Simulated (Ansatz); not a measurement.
# BaTiO3: the cost of one run

Computed with Ansatz 0.2.0 (DFT, PBE, plane-wave PAW, default files, scalar-relativistic, unless a step's input says otherwise).

## (1) Starting point

The structure is trigonal, space group R3m (No. 160). Conventional cell: a = 5.655 Å, b = 5.655 Å, c = 6.953 Å, α = 90.00°, β = 90.00°, γ = 120.00°. Around Ba (site symmetry 3m) lie 12 O at 2.79 to 2.88 Å. Ti (site symmetry 3m) has 6 O at 1.88 to 2.14 Å as nearest neighbours. Around O (site symmetry m) lie 2 Ti at 1.88 to 2.14 Å.

Structure file:

```cif
data_structure
_symmetry_space_group_name_H-M 'R3m:H'
_symmetry_Int_Tables_number 160
_cell_length_a 5.6553
_cell_length_b 5.6553
_cell_length_c 6.9532
_cell_angle_alpha 90.000
_cell_angle_beta 90.000
_cell_angle_gamma 120.000
_cell_volume 192.59
loop_
_atom_site_label
_atom_site_type_symbol
_atom_site_symmetry_multiplicity
_atom_site_Wyckoff_symbol
_atom_site_fract_x
_atom_site_fract_y
_atom_site_fract_z
_atom_site_occupancy
Ba1 Ba 3 a 0.00000 0.00000 0.00000 1
Ti1 Ti 3 a 0.33333 0.66667 0.15267 1
O1 O 9 b 0.49663 0.99327 0.01177 1
```

## (2) First run, atoms as given

input.yaml reads:

```yaml
crystal:
  lattice:
    - [2.8276671207, 1.6325543733, 2.3177320127]
    - [-2.8276671207, 1.6325543733, 2.3177320127]
    - [0.0, -3.2651087466, 2.3177320127]
  atoms:
    - { symbol: Ba, position: [0.0, 0.0, 0.0] }
    - { symbol: Ti, position: [0.486, 0.486, 0.486] }
    - { symbol: O, position: [0.5084, 0.5084, 0.0185] }
    - { symbol: O, position: [0.0185, 0.5084, 0.5084] }
    - { symbol: O, position: [0.5084, 0.0185, 0.5084] }
kpoints:
  mp_grid: { grid: [8, 8, 8] }
scf:
  occupations: { method: fermi_dirac, width: 0.02 }
hamiltonian:
  xc: pbe
  pseudopotentials: { kind: paw }
output:
  forces: true
  stress: true
  populations: true
  efg:
    quadrupole_moments_barn: { Ba: 0.236, Ti: 0.247, O: -0.02558 }
    contact_densities: true
  write_density: true
  write_potential: true
  elf: true
  volumetric_format: npy
```

Command:

```
$ ansatz run input.yaml --threads 1 --pin off --max-ram 3072MiB --backend cpu --events-out ev --progress --plain --runs-dir out
```

Q: Estimate wall time and peak memory on 1 thread of Intel Xeon Platinum 8488C (Sapphire Rapids), shared host.

About 14 s, with a peak of 0.53 GiB.
